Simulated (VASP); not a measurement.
# MgH2 (Fm-3m) in VASP: notebook

Aim: see how the results for MgH2 move with the level of theory and the settings. Levels: HSE06, r2SCAN. Tasks: single point.

Everything below comes from runs of VASP 6.6.1. Logs are shortened: lines on timing, memory, paths and dates and some standing lists are left out, and cuts for length are marked.

### 1 The structure

It takes space group Fm-3m (No. 225, cubic). Conventional cell: a = 4.730 Å, b = 4.730 Å, c = 4.730 Å, α = 90.00°, β = 90.00°, γ = 90.00°. Mg (site symmetry m-3m) is surrounded by 8 H at 2.05 Å. H (site symmetry -43m) is surrounded by 4 Mg at 2.05 Å.

The cell was built by a generator and needn't be a form met in nature.

### 2 Single point, HSE06

Input file POSCAR:

```
MgH2
1.0
    0.0000000000      2.3649613280      2.3649613280
    2.3649613280      0.0000000000      2.3649613280
    2.3649613280      2.3649613280      0.0000000000
Mg H
1 2
Direct
    0.0000000000      0.0000000000      0.0000000000
    0.2500000000      0.2500000000      0.2500000000
    0.7500000000      0.7500000000      0.7500000000
```

Input file INCAR.step1:

```
SYSTEM = MgH2
PREC = Accurate
ENCUT = 520
EDIFF = 1E-5
ISMEAR = -1
SIGMA = 0.02
LREAL = .False.
LASPH = .True.
NELM = 60
ALGO = Normal
ISIF = 2
LWAVE = .True.
LCHARG = .False.
NBANDS = 9
GGA = PE
```

Input file INCAR.step2:

```
SYSTEM = MgH2
PREC = Accurate
ENCUT = 520
EDIFF = 1E-7
ISMEAR = -1
SIGMA = 0.02
LREAL = .False.
LASPH = .True.
NELM = 60
ALGO = Normal
ISIF = 2
LWAVE = .False.
LCHARG = .False.
GGA = PE
LHFCALC = .True.
HFSCREEN = 0.2079
PRECFOCK = Normal
NBANDS = 9
ISTART = 1
```

Input file KPOINTS:

```
Automatic mesh
0
Gamma
  4 4 4
  0 0 0
```

Potentials or basis: VASP PAW PBE potentials, release 64 (Mg, H).

Started as:

```sh
> cat potpaw_PBE.64/Mg/POTCAR potpaw_PBE.64/H/POTCAR > POTCAR
> cp INCAR.step1 INCAR
> mpirun -np 1 vasp_std > vasp.out
> cp INCAR.step2 INCAR
> mpirun -np 1 vasp_std > vasp.out
```

OUTCAR:

```text
SYSTEM = MgH2
   PREC = Accurate
   ENCUT = 520
   EDIFF = 1E-7
   ISMEAR = -1
   LREAL = .False.
   LASPH = .True.
   NELM = 60
   ISIF = 2
   GGA = PE
   LHFCALC = .True.
   HFSCREEN = 0.2079
   PRECFOCK = Normal
   ISTART = 1

 ion  position               nearest neighbor table
   1  0.000  0.000  0.000-   2 2.05   3 2.05   3 2.05   3 2.05   3 2.05   2 2.05   2 2.05   2 2.05

   2  0.250  0.250  0.250-   1 2.05   1 2.05   1 2.05   1 2.05
   3  0.750  0.750  0.750-   1 2.05   1 2.05   1 2.05   1 2.05

  LATTYP: Found a face centered cubic cell.
 ALAT       =     4.7299226560

  Lattice vectors:

 A1 = (   0.0000000000,   2.3649613280,   2.3649613280)
 A2 = (   2.3649613280,   0.0000000000,   2.3649613280)
 A3 = (   2.3649613280,   2.3649613280,   0.0000000000)

Analysis of symmetry for initial positions (statically):
=====================================================================
 Subroutine PRICEL returns:
 Original cell was already a primitive cell.

 Routine SETGRP: Setting up the symmetry group for a
 face centered cubic supercell.

 Subroutine GETGRP returns: Found 48 space group operations
 (whereof 48 operations were pure point group operations)
 out of a pool of 48 trial point group operations.

The static configuration has the point symmetry O_h .

Analysis of symmetry for dynamics (positions and initial velocities):
=====================================================================
 Subroutine PRICEL returns:
 Original cell was already a primitive cell.

 Routine SETGRP: Setting up the symmetry group for a
 face centered cubic supercell.

 Subroutine GETGRP returns: Found 48 space group operations
 (whereof 48 operations were pure point group operations)
 out of a pool of 48 trial point group operations.

The dynamic configuration has the point symmetry O_h .

 Subroutine INISYM returns: Found 48 space group operations
 (whereof 48 operations are pure point group operations),
 and found     1 'primitive' translations

----------------------------------------------------------------------------------------

                                     Primitive cell

  volume of cell :      26.4547

  direct lattice vectors                    reciprocal lattice vectors
     0.000000000  2.364961328  2.364961328    -0.211419948  0.211419948  0.211419948
     2.364961328  0.000000000  2.364961328     0.211419948 -0.211419948  0.211419948
     2.364961328  2.364961328  0.000000000     0.211419948  0.211419948 -0.211419948

  length of vectors
     3.344560385  3.344560385  3.344560385     0.366190091  0.366190091  0.366190091

  position of ions in fractional coordinates (direct lattice)
     0.000000000  0.000000000  0.000000000
     0.250000000  0.250000000  0.250000000
     0.750000000  0.750000000  0.750000000

  ion indices of the primitive-cell ions
   primitive index   ion index
                 1           1
                 2           2
                 3           3

----------------------------------------------------------------------------------------

 KPOINTS: Automatic mesh

Automatic generation of k-mesh.
 Grid dimensions read from file:
 generate k-points for:    4    4    4

 Generating k-lattice:

  Cartesian coordinates                     Fractional coordinates (reciprocal lattice)
    -0.052854987  0.052854987  0.052854987     0.250000000  0.000000000  0.000000000
     0.052854987 -0.052854987  0.052854987     0.000000000  0.250000000  0.000000000
     0.052854987  0.052854987 -0.052854987     0.000000000  0.000000000  0.250000000

  Length of vectors
     0.091547523  0.091547523  0.091547523

  Shift w.r.t. Gamma in fractional coordinates (k-lattice)
     0.000000000  0.000000000  0.000000000

 Subroutine IBZKPT returns following result:
 ===========================================

 Found      8 irreducible k-points:

 Following reciprocal coordinates:
            Coordinates               Weight
  0.000000  0.000000  0.000000      1.000000
  0.250000  0.000000  0.000000      8.000000
  0.500000  0.000000  0.000000      4.000000
  0.250000  0.250000  0.000000      6.000000
  0.500000  0.250000  0.000000     24.000000
 -0.250000  0.250000  0.000000     12.000000
  0.500000  0.500000  0.000000      3.000000
 -0.250000  0.500000  0.250000      6.000000
   k-points           NKPTS =      8   k-points in BZ     NKDIM =     64   number of bands    NBANDS=      9
   number of dos      NEDOS =    301   number of ions     NIONS =      3
   total plane-waves  NPLWV =  21952
   dimension x,y,z NGX =    28 NGY =   28 NGZ =   28
   dimension x,y,z NGXF=    56 NGYF=   56 NGZF=   56
   ions per type =               1   2
   NGX,Y,Z   is equivalent  to a cutoff of  13.92, 13.92, 13.92 a.u.
   NGXF,Y,Z  is equivalent  to a cutoff of  27.84, 27.84, 27.84 a.u.
 SYSTEM =  MgH2
   PREC   = accura    normal or accurate (medium, high low for compatibility)
   ISTART =      1    job   : 0-new  1-cont  2-samecut
   ICHARG =      0    charge: 1-file 2-atom 10-const
   ISPIN  =      1    spin polarized calculation?
   LNONCOLLINEAR =      F non collinear calculations
   LSORBIT =      F    spin-orbit coupling
   LASPH  =      T    aspherical Exc in radial PAW
   ENCUT  =  520.0 eV  38.22 Ry    6.18 a.u.   6.22  6.22  6.22*2*pi/ulx,y,z
   NELM   =     60;   NELMIN=  2; NELMDL=  0     # of ELM steps
   EDIFF  = 0.1E-06   stopping-criterion for ELM
   LREAL  =      F    real-space projection
   EDIFFG = 0.1E-05   stopping-criterion for IOM
   NSW    =      0    number of steps for IOM
   IBRION =     -1    ionic relax: 0-MD 1-quasi-New 2-CG
   NFREE  =      0    steps in history (QN), initial steepest desc. (CG)
   ISIF   =      2    stress and relaxation
   ISYM   =      3    0-nonsym 1-usesym 2-fastsym
   POTIM  = 0.5000    time-step for ionic-motion
   TEBEG  =    0.0;   TEEND  =   0.0 temperature during run
   PSTRESS=    0.0 pullay stress
   NELECT =       4.0000    total number of electrons
   NUPDOWN=      -1.0000    fix difference up-down
   EMIN   =  10.00;   EMAX   =-10.00  energy-range for DOS
   EFERMI =   0.00;   METHOD = LEGACY
   ISMEAR =    -1;   SIGMA  =   0.02  broadening in eV -4-tet -1-fermi 0-gaus
   EFERMI_NEDOS =   21; number of points for ismear=-14 and -15
   IALGO  =     38    algorithm
   IMIX   =      1    mixing-type and parameters
     AMIX     =   0.40;   BMIX     =  1.00
     AMIX_MAG =   1.60;   BMIX_MAG =  1.00
  volume/ion in A,a.u.               =       8.82        59.51
  Fermi-wavevector in a.u.,A,eV,Ry     =   0.872156  1.648136 10.349352  0.760656
  Thomas-Fermi vector in A             =   1.991365
   LORBIT       =      0    0 simple, 1 ext, 2 COOP (PROOUT), +10 PAW based schemes
   GGA     = PE    functional components
   LHFCALC =     T    Hartree Fock is set to
   PRECFOCK=normal    Normal, Fast or Accurate (Low or Medium for compatibility)
   ENCUT4O =  -1.0   cutoff for four orbital integrals eV
   NKREDX  =     1    reduce k-point grid by
   NKREDY  =     1    reduce k-point grid by
   NKREDZ  =     1    reduce k-point grid by
   AEXX    =    0.2500 exact exchange contribution
   HFSCREEN=    0.2079 screening length (either q_TF or 0.3 A-1)
   HFSCREENC=   0.2079 screening length for correlation (either q_TF or 0.3 A-1)
   ENCUTFOCK=  -1.0 apply spherical cutoff to Coloumb kernel
   IVDW    =     0    specifies the selected vdW correction
   LEPSILON=     F    determine dielectric tensor
   LRPA    =     F    only Hartree local field effects (RPA)
 non-spin polarized calculation
  energy-cutoff  :      520.00
  volume of cell :       26.45
 maximum number of plane-waves:       725
 NGX is ok and might be reduce to    28
  NGX = 20; NGY = 20; NGZ = 20

 number of electron       4.0000000 magnetization

 Free energy of the ion-electron system (eV)
  ---------------------------------------------------
  ext. energy  EPLUGINS =         0.00000000
  ---------------------------------------------------
  free energy    TOTEN  =        -9.67490670 eV

  energy without entropy =       -9.67371324  energy(sigma->0) =       -9.67430997

 E-fermi :   2.9164     XC(G=0):  -7.5256

 val. band max:        1.4113450191   @ k =   0.2500   0.2500   0.0000
 cond. band min:       2.9302761675   @ k =   0.5000   0.5000   0.0000
 fundamental gap:      1.5189311484
 Fermi energy:         2.9164132239

 k-point     1 :       0.0000    0.0000    0.0000
  band No.  band energies     occupation
      1      -8.4732      2.00000
      2       3.7471      0.00000
      3      13.1196      0.00000
      4      13.1196      0.00000
      5      13.1196      0.00000
      6      15.9268      0.00000
      7      15.9268      0.00000
      8      15.9268      0.00000
      9      16.7979      0.00000

 k-point     2 :       0.2500    0.0000    0.0000
  band No.  band energies     occupation
      1      -7.2039      2.00000
      2       1.0923      2.00000
      3      10.7269      0.00000
      4      12.3585      0.00000
      5      12.3585      0.00000
      6      13.7021      0.00000
      7      15.6626      0.00000
      8      15.6626      0.00000
      9      19.0218      0.00000

 k-point     3 :       0.5000    0.0000    0.0000
  band No.  band energies     occupation
      1      -3.6921      2.00000
      2      -3.6099      2.00000
      3      10.4893      0.00000
      4      11.2408      0.00000
      5      12.8096      0.00000
      6      12.8096      0.00000
      7      13.0610      0.00000
      8      13.0610      0.00000
      9      23.8748      0.00000

 k-point     4 :       0.2500    0.2500    0.0000
  band No.  band energies     occupation
      1      -6.8057      2.00000
      2       1.4113      2.00000
      3       9.0547      0.00000
      4       9.7881      0.00000
      5       9.7881      0.00000
      6      13.3232      0.00000
      7      18.5555      0.00000
      8      19.4866      0.00000
      9      21.3816      0.00000

 k-point     5 :       0.5000    0.2500    0.0000
  band No.  band energies     occupation
      1      -4.2054      2.00000
      2      -1.5073      2.00000
      3       5.7260      0.00000
      4       8.3364      0.00000
      5       9.4781      0.00000
      6      16.2525      0.00000
      7      17.0848      0.00000
      8      18.6317      0.00000
      9      20.8850      0.00000

 k-point     6 :      -0.2500    0.2500    0.0000
  band No.  band energies     occupation
      1      -5.2036      2.00000
      2      -0.9332      2.00000
      3       6.2827      0.00000
      4       9.9865      0.00000
      5      11.4483      0.00000
      6      14.2363      0.00000
      7      16.5185      0.00000
      8      18.6577      0.00000
      9      20.3607      0.00000

 k-point     7 :       0.5000    0.5000    0.0000
  band No.  band energies     occupation
      1      -3.7594      2.00000
      2      -0.0231      2.00000
      3       2.9303      0.66667
      4       8.3226      0.00000
      5       8.3226      0.00000
      6      11.7753      0.00000
      7      21.2602      0.00000
      8      24.6266      0.00000
      9      24.6266      0.00000

 k-point     8 :      -0.2500    0.5000    0.2500
  band No.  band energies     occupation
      1      -2.3522      2.00000
      2      -2.3522      2.00000
      3       4.3502      0.00000
      4       5.0165      0.00000
      5      13.6943      0.00000
      6      13.6943      0.00000
      7      17.3844      0.00000
      8      18.8929      0.00000
      9      25.0180      0.00000

------------------------ aborting loop because EDIFF is reached ----------------------------------------

  FORCE on cell =-STRESS in cart. coord.  units (eV):
  Direction    XX          YY          ZZ          XY          YZ          ZX
  --------------------------------------------------------------------------------------
  -------------------------------------------------------------------------------------
  Total       -0.0726896     -0.0726896     -0.0726896     -0.0000000     -0.0000000      0.0000000
  in kB       -4.4023105     -4.4023105     -4.4023105     -0.0000000     -0.0000000      0.0000000
  external PRESSURE =      -4.4023105 kB  Pullay stress =       0.0000000 kB

 VOLUME and BASIS-vectors are now :
 -----------------------------------------------------------------------------
  energy-cutoff  :      520.00
  volume of cell :       26.45
      direct lattice vectors                 reciprocal lattice vectors
     0.000000000  2.364961328  2.364961328    -0.211419948  0.211419948  0.211419948
     2.364961328  0.000000000  2.364961328     0.211419948 -0.211419948  0.211419948
     2.364961328  2.364961328  0.000000000     0.211419948  0.211419948 -0.211419948

 POSITION                                       TOTAL-FORCE (eV/Angst)
 -----------------------------------------------------------------------------------
      0.00000      0.00000      0.00000         0.000000     -0.000000     -0.000000
      1.18248      1.18248      1.18248        -0.000000      0.000000      0.000000
      3.54744      3.54744      3.54744        -0.000000      0.000000      0.000000
 -----------------------------------------------------------------------------------
    total drift:                               -0.000012     -0.000017     -0.000017

  FREE ENERGIE OF THE ION-ELECTRON SYSTEM (eV)
  ---------------------------------------------------
  free  energy   TOTEN  =        -9.6749066996 eV

  energy  without entropy=       -9.6737132356  energy(sigma->0) =       -9.67430997
```

Run time: 25 s. Hardware: 1 thread of Intel Xeon Platinum 8488C (Sapphire Rapids), shared host; peak memory 0.25 GiB.

Results:

* Free energy: -9.6749 eV
* Pressure: -0.4 GPa
* Band gap on the k mesh: none (metal or under the smearing width)

Caveat: the k mesh is coarse (spacing up to 0.58 Å⁻¹), so the values aren't converged, least of all with exact exchange; the PAW data sets were made with another functional, which shifts forces and pressure a little.

### 3 Single point, r2SCAN

POSCAR is that of step 2.

Input file INCAR.step1:

```
PREC     = Accurate       # precision mode
ENCUT    = 520            # plane-wave cutoff, eV
ISMEAR   = -1             # smearing method
SIGMA    = 0.02           # smearing width, eV
LREAL    = F              # projectors in reciprocal space
LASPH    = T              # aspherical terms in the spheres
NELM     = 100            # most SCF steps
NBANDS   = 9              # bands
GGA      = PE             # functional
ALGO     = Normal         # electronic algorithm
EDIFF    = 1E-4           # SCF threshold, eV
LWAVE    = T              # write WAVECAR
LCHARG   = F              # write CHGCAR
```

Input file INCAR.step2:

```
PREC     = Accurate       # precision mode
ENCUT    = 520            # plane-wave cutoff, eV
EDIFF    = 1E-7           # SCF threshold, eV
ISMEAR   = -1             # smearing method
SIGMA    = 0.02           # smearing width, eV
LREAL    = F              # projectors in reciprocal space
LASPH    = T              # aspherical terms in the spheres
NELM     = 100            # most SCF steps
ALGO     = Normal         # electronic algorithm
ISIF     = 2              # what is computed and relaxed
LWAVE    = F              # write WAVECAR
LCHARG   = F              # write CHGCAR
METAGGA  = R2SCAN         # meta-GGA
LMIXTAU  = T            
NBANDS   = 9              # bands
ISTART   = 1
```

Input file KPOINTS:

```
regular mesh
0
Gamma
  6 6 6
```

Potentials or basis: VASP PAW PBE potentials, release 64 (Mg, H).

Started as:

```sh
> cat potpaw_PBE.64/Mg/POTCAR potpaw_PBE.64/H/POTCAR > POTCAR
> cp INCAR.step1 INCAR
> mpirun -np 1 vasp_std > vasp.out
> cp INCAR.step2 INCAR
> mpirun -np 1 vasp_std > vasp.out
```

Wall time 21 s (1 thread of Intel Xeon Platinum 8488C (Sapphire Rapids), shared host); peak memory 0.16 GiB.

It converged, with:

- Free energy: -11.5252 eV
- Pressure: -0.6 GPa
- Band gap on the k mesh: none (metal or under the smearing width)

Levels at points of the mesh, in eV from the Fermi level:
| k point | band 1 | band 2 | band 3 | band 4 | band 5 |
| --- | --- | --- | --- | --- | --- |
| (0.00, 0.00, 0.00) | -10.40 | 0.96 | 9.89 | 9.89 | 9.89 |
| (0.50, 0.00, 0.00) | -5.95 | -5.89 | 7.40 | 8.22 | 9.69 |
| (0.50, 0.50, 0.00) | -6.05 | -2.54 | 0.01 | 5.22 | 5.22 |

Caveat: the k mesh is coarse (spacing up to 0.38 Å⁻¹), so the values aren't converged; the PAW data sets were made with another functional, which shifts forces and pressure a little.

(Part 1 of 2 ends here.)
